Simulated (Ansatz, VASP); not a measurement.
# Two plane-wave programs on Mg

```
CELL_PARAMETERS angstrom
3.13250 0.00000 0.00000
-1.56625 2.71283 0.00000
0.00000 0.00000 5.08489
ATOMIC_POSITIONS crystal
Mg 0.33333 0.66667 0.25000
Mg 0.66667 0.33333 0.75000
```

Alike in both runs: task single point; functional LDA; k mesh 4 × 4 × 2; occupations fermi-dirac, width 0.1 eV; no spin polarisation.

|  | VASP | Ansatz |
| --- | --- | --- |
| version | VASP 6.6.1 | Ansatz 0.2.0 |
| potentials or method | VASP PAW LDA potentials, release 64 (Mg) | plane waves (420 eV) with PAW, scalar-relativistic |
| plane-wave cutoff (eV) | 520 | 420 |
| valence electrons in the cell | 4 | 20 |

```tsv
	VASP	Ansatz	Ansatz less VASP
pressure (GPa)	-0.4	-0.1	+0.33
largest component of the traceless stress (GPa)	0.34	0.32	-0.028
```

The two sets of potentials don't hold the same shells in valence. Ansatz warned: «pseudo_functional_mismatch».

Caveats: the k mesh is coarse (spacing up to 0.62 Å⁻¹), so the values aren't converged.
